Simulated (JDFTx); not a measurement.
# CoO (Fm-3m) in JDFTx: single point with PBEsol

Aim: the single point of CoO with PBEsol.

Everything below comes from runs of JDFTx 1.7.0 (patched build). Logs are shortened: lines on timing, memory, paths and dates and some standing lists are left out, and cuts for length are marked. The log counts tension as positive stress, the text compression.

### Step 1. The undisturbed crystal

The structure is cubic, space group Fm-3m (No. 225). The conventional cell has a = 4.263 Å, b = 4.263 Å, c = 4.263 Å, α = 90.00°, β = 90.00°, γ = 90.00°. Around Co (site symmetry m-3m) lie 6 O at 2.13 Å. O (site symmetry m-3m) is surrounded by 6 Co at 2.13 Å.

### Step 2. Single point, PBEsol, collinear spin, ferromagnetic start (atoms moved at random, drawn with an rms of 0.05 Å)

CoO.in reads:

```
lattice \
    0.0000000000     4.0279512346     4.0279512346 \
    4.0279512346     0.0000000000     4.0279512346 \
    4.0279512346     4.0279512346     0.0000000000
coords-type Lattice
ion Co    -0.0073950000     0.0082970000     0.0150690000 1
ion O      0.4971250000     0.5171570000     0.4953140000 1

ion-species pseudo/Co.upf
ion-species pseudo/O.upf
elec-cutoff 48 384
elec-ex-corr gga-PBEsol
kpoint-folding 11 11 11
elec-smearing Fermi 0.0018374661
elec-n-bands 19
spintype z-spin
initial-magnetic-moments Co 2
elec-initial-magnetization 2 no
electronic-SCF nIterations 100 energyDiffThreshold 1e-09
electronic-minimize nIterations 30 energyDiffThreshold 1e-7
converge-empty-states yes
forces-output-coords Cartesian

dump-name run.$VAR
dump End Ecomponents EigStats BandEigs Kpoints Forces Stress ElecDensity Dtot
```

Potentials or basis: PseudoDojo-SR-PBEsol-0.4.1-standard with smoothed tails.

Command:

```sh
jdftx -c 1 -i CoO.in -o CoO.out
```

Standard output:

```text
*************** JDFTx 1.7.0 (patched build) ***************

Input parsed successfully to the following command list (including defaults):
[... the input with its defaults ...]

---------- Setting up symmetries ----------

Found 48 point-group symmetries of the bravais lattice
Found 1 space-group symmetries with basis
Applied RMS atom displacement 0 bohrs to make symmetries exact.

---------- Initializing the Grid ----------
R =
[            0      4.02795      4.02795  ]
[      4.02795            0      4.02795  ]
[      4.02795      4.02795            0  ]
unit cell volume = 130.702
G =
[  -0.779948   0.779948   0.779948  ]
[   0.779948  -0.779948   0.779948  ]
[   0.779948   0.779948  -0.779948  ]
Minimum fftbox size, Smin = [  52  52  52  ]
Chosen fftbox size, S = [  54  54  54  ]

---------- Initializing tighter grid for wavefunction operations ----------
R =
[            0      4.02795      4.02795  ]
[      4.02795            0      4.02795  ]
[      4.02795      4.02795            0  ]
unit cell volume = 130.702
G =
[  -0.779948   0.779948   0.779948  ]
[   0.779948  -0.779948   0.779948  ]
[   0.779948   0.779948  -0.779948  ]
Minimum fftbox size, Smin = [  36  36  36  ]
Chosen fftbox size, S = [  36  36  36  ]

---------- Exchange Correlation functional ----------
Initalized PBEsol GGA exchange.
Initalized PBEsol GGA correlation.

---------- Setting up pseudopotentials ----------
Width of ionic core gaussian charges (only for fluid interactions / plotting) set to 0

Reading pseudopotential file 'pseudo/Co.upf':
  'Co' pseudopotential, 'PBESOL' functional
  Generated using ONCVPSP code by D. R. Hamann
  17 valence electrons, 4 orbitals, 6 projectors, 1001 radial grid points, with lMax = 2
    3S    l: 0   occupation:  2.0   eigenvalue: -3.753490
    3P    l: 1   occupation:  6.0   eigenvalue: -2.407467
    3D    l: 2   occupation:  7.0   eigenvalue: -0.302441
    4S    l: 0   occupation:  2.0   eigenvalue: -0.201732
  Core radius for overlap checks: 1.60 bohrs.

Reading pseudopotential file 'pseudo/O.upf':
  'O' pseudopotential, 'PBESOL' functional
  Generated using ONCVPSP code by D. R. Hamann
  6 valence electrons, 2 orbitals, 5 projectors, 936 radial grid points, with lMax = 2
    2S    l: 0   occupation:  2.0   eigenvalue: -0.874950
    2P    l: 1   occupation:  4.0   eigenvalue: -0.329796
  Core radius for overlap checks: 1.39 bohrs.

Initialized 2 species with 2 total atoms.

Folded 1 k-points by 11x11x11 to 1331 k-points.

---------- Setting up k-points, bands, fillings ----------
Adding inversion symmetry to k-mesh for non-inversion-symmetric unit cell.
Reduced to 666 k-points under symmetry.
Computing the number of bands and number of electrons
Calculating initial fillings.
nElectrons:  23.000000   nBands: 19   nStates: 1332

----- Setting up reduced wavefunction bases (one per k-point) -----
average nbasis = 2076.435 , ideal nbasis = 2076.053

---------- Setting up ewald sum ----------
Optimum gaussian width for ewald sums = 1.829426 bohr.
Real space sum over 1331 unit cells with max indices [  5  5  5  ]
Reciprocal space sum over 2197 terms with max indices [  6  6  6  ]

---------- Allocating electronic variables ----------
Initializing wave functions:  linear combination of atomic orbitals
Note: number of bands (19) exceeds available atomic orbitals (14)
Co (M=2) pseudo-atom majority spin occupations:   s ( 1 0.5 )  p ( 3 )  d ( 5 )
Co (M=2) pseudo-atom minority spin occupations:   s ( 1 0 )  p ( 3 )  d ( 3.5 )
O pseudo-atom occupations:   s ( 2 )  p ( 4 )
	FillingsUpdate:  mu: +1.135514597  nElectrons: 23.000000  magneticMoment: [ Abs: 0.12173  Tot: +0.12141 ]
LCAOMinimize: Iter:   0  F: -149.4379417861584614  |grad|_K:  5.720e-03  alpha:  1.000e+00
	FillingsUpdate:  mu: +1.100203520  nElectrons: 23.000000  magneticMoment: [ Abs: 0.12778  Tot: +0.12778 ]
LCAOMinimize: Iter:   1  F: -154.9794278739107654  |grad|_K:  4.286e-03  alpha:  3.256e-01  linmin: -2.034e-01  cgtest:  5.452e-01
	FillingsUpdate:  mu: +0.596102481  nElectrons: 23.000000  magneticMoment: [ Abs: 2.77861  Tot: +2.77861 ]
[... 43 lines of inner loops ...]
LCAOMinimize: Iter:  17  F: -158.3356448585300313  |grad|_K:  1.548e-06  alpha:  2.821e-01  linmin: -1.030e-04  cgtest:  1.998e-03
	FillingsUpdate:  mu: +0.530220277  nElectrons: 23.000000  magneticMoment: [ Abs: 2.97703  Tot: +2.96808 ]
LCAOMinimize: Iter:  18  F: -158.3356452170671389  |grad|_K:  5.486e-07  alpha:  6.168e-01  linmin: -6.183e-03  cgtest:  8.570e-02
LCAOMinimize: Converged (|Delta F|<1.000000e-06 for 2 iters).

-------- Electronic minimization -----------
Will mix electronic density at each iteration.
	FillingsUpdate:  mu: +0.530220277  nElectrons: 23.000000  magneticMoment: [ Abs: 2.97703  Tot: +2.96808 ]
	FillingsUpdate:  mu: +0.528521468  nElectrons: 23.000000  magneticMoment: [ Abs: 2.97703  Tot: +2.96808 ]
SCF: Cycle:  0   F: -158.358672843341992   dF: -2.303e-02   |Residual|: 7.033e-02   |deigs|: 7.245e-02
	FillingsUpdate:  mu: +0.514419917  nElectrons: 23.000000  magneticMoment: [ Abs: 2.99039  Tot: +2.97467 ]
SCF: Cycle:  1   F: -158.361039627900141   dF: -2.367e-03   |Residual|: 1.463e-02   |deigs|: 1.504e-02
	FillingsUpdate:  mu: +0.514775507  nElectrons: 23.000000  magneticMoment: [ Abs: 2.99432  Tot: +2.97736 ]
SCF: Cycle:  2   F: -158.361085818988386   dF: -4.619e-05   |Residual|: 8.324e-03   |deigs|: 1.615e-03
	FillingsUpdate:  mu: +0.514571396  nElectrons: 23.000000  magneticMoment: [ Abs: 3.00313  Tot: +2.98522 ]
SCF: Cycle:  3   F: -158.361106155578511   dF: -2.034e-05   |Residual|: 3.516e-03   |deigs|: 7.022e-04
	FillingsUpdate:  mu: +0.515192468  nElectrons: 23.000000  magneticMoment: [ Abs: 3.00476  Tot: +2.98513 ]
SCF: Cycle:  4   F: -158.361108311279679   dF: -2.156e-06   |Residual|: 1.314e-03   |deigs|: 6.043e-04
	FillingsUpdate:  mu: +0.515140616  nElectrons: 23.000000  magneticMoment: [ Abs: 3.00471  Tot: +2.98531 ]
SCF: Cycle:  5   F: -158.361108546443234   dF: -2.352e-07   |Residual|: 5.134e-04   |deigs|: 2.034e-04
	FillingsUpdate:  mu: +0.515112155  nElectrons: 23.000000  magneticMoment: [ Abs: 3.00375  Tot: +2.98462 ]
SCF: Cycle:  6   F: -158.361108600582639   dF: -5.414e-08   |Residual|: 2.122e-04   |deigs|: 1.926e-04
	FillingsUpdate:  mu: +0.515142602  nElectrons: 23.000000  magneticMoment: [ Abs: 3.00373  Tot: +2.98460 ]
SCF: Cycle:  7   F: -158.361108611222221   dF: -1.064e-08   |Residual|: 1.519e-04   |deigs|: 1.679e-04
	FillingsUpdate:  mu: +0.515135965  nElectrons: 23.000000  magneticMoment: [ Abs: 3.00380  Tot: +2.98465 ]
SCF: Cycle:  8   F: -158.361108612829383   dF: -1.607e-09   |Residual|: 8.373e-05   |deigs|: 1.624e-04
	FillingsUpdate:  mu: +0.515143278  nElectrons: 23.000000  magneticMoment: [ Abs: 3.00376  Tot: +2.98462 ]
SCF: Cycle:  9   F: -158.361108614165914   dF: -1.337e-09   |Residual|: 6.221e-05   |deigs|: 1.597e-04
	FillingsUpdate:  mu: +0.515145339  nElectrons: 23.000000  magneticMoment: [ Abs: 3.00376  Tot: +2.98463 ]
SCF: Cycle: 10   F: -158.361108614333091   dF: -1.672e-10   |Residual|: 2.691e-05   |deigs|: 1.193e-04
	FillingsUpdate:  mu: +0.515143554  nElectrons: 23.000000  magneticMoment: [ Abs: 3.00378  Tot: +2.98464 ]
SCF: Cycle: 11   F: -158.361108614496970   dF: -1.639e-10   |Residual|: 6.754e-06   |deigs|: 2.601e-04
SCF: Converged (|Delta E|<1.000000e-09 for 2 iters).

Setting wave functions to eigenvectors of Hamiltonian
Converging empty states (this may take a while): |deigs|: 1.359e-03

# Stress tensor in Cartesian coordinates [Eh/a0^3]:
[  0.000374209  2.09468e-06 -1.84902e-06  ]
[  2.09468e-06  0.000368793 -2.46327e-06  ]
[ -1.84902e-06 -2.46327e-06  0.000371267  ]

# Ionic positions in lattice coordinates:
ion Co  -0.007395000000000   0.008297000000000   0.015069000000000 1
ion O   0.497125000000000   0.517157000000000   0.495314000000000 1

# Forces in Cartesian coordinates:
force Co   0.000060375283372   0.000083302201458  -0.000083721055806 1
force O  -0.000071862746834  -0.000074940655777   0.000075874279059 1

# Energy components:
   Eewald =     -106.2673951652693631
       EH =       45.5393919190825400
     Eloc =     -133.8954690026681078
      Enl =      -21.8239189655761834
      Exc =      -31.9326427638187660
 Exc_core =       10.9079085722534934
       KE =       79.1121467703892876
-------------------------------------
     Etot =     -158.3599786356070922
       TS =        0.0011299788898869
-------------------------------------
        F =     -158.3611086144969704

IonicMinimize: Iter:   0  F: -158.361108614496970  |grad|_K:  7.528e-05
IonicMinimize: Converged (|grad|_K<1.000000e-04).

#--- Lowdin population analysis ---
# oxidation-state Co +1.103
# magnetic-moments Co +2.572
# oxidation-state O -0.975
# magnetic-moments O +0.420

Dumping 'run.eigStats' ...
	eMin: -3.030477 at state 0 ( [ +0.000000 +0.000000 +0.000000 ] spin 1 )
	HOMO: +0.515141 at state 886 ( [ +0.181818 +0.272727 +0.454545 ] spin -1 )
	mu  : +0.515143
	LUMO: +0.515156 at state 1010 ( [ +0.272727 +0.272727 -0.272727 ] spin -1 )
	eMax: +1.548113 at state 1094 ( [ +0.363636 +0.000000 +0.363636 ] spin -1 )
	HOMO-LUMO gap: +0.000015
	Optical gap  : +0.000962 at state 886 ( [ +0.181818 +0.272727 +0.454545 ] spin -1 )
Done!
```

Wall time 24 min (1 thread of Intel Xeon 6975P-C (Granite Rapids), shared host); peak memory 2.2 GiB.

Results:

| Property | Result |
| --- | --- |
| Free energy | -4309.2253 eV |
| Pressure | -10.9 GPa |
| Largest force | 0.007 eV/Å |
| Band gap on the k mesh | none (metal or under the smearing width) |
| Net moment | 2.98 μB per cell |
| Absolute moment | 3.00 μB per cell |
| Site moments | Co +2.57; O +0.42 μB |
| Loewdin charges | Co +1.10; O -0.97 e |

Forces on the atoms (eV/Å):
```
Co   0.003  0.004 -0.004
O   -0.004 -0.004  0.004
```

Levels at points of the mesh, in eV from the Fermi level:
Spin up:
| k point | band 9 | band 10 | band 11 | band 12 | band 13 | band 14 |
| --- | --- | --- | --- | --- | --- | --- |
| (0.00, 0.00, 0.00) | -3.27 | -3.24 | -3.06 | -3.05 | -3.01 | 0.79 |
Spin down:
| k point | band 8 | band 9 | band 10 | band 11 | band 12 | band 13 |
| --- | --- | --- | --- | --- | --- | --- |
| (0.00, 0.00, 0.00) | -2.67 | -1.09 | -1.08 | -1.05 | -0.12 | -0.11 |

Caveat: the atomic charges don't sum to the cell's charge; a cell with one magnetic atom can't hold antiferromagnetic order, which such compounds often take; semilocal functionals often make such compounds metallic where correlation or magnetic order opens a gap, which also shifts bond lengths.
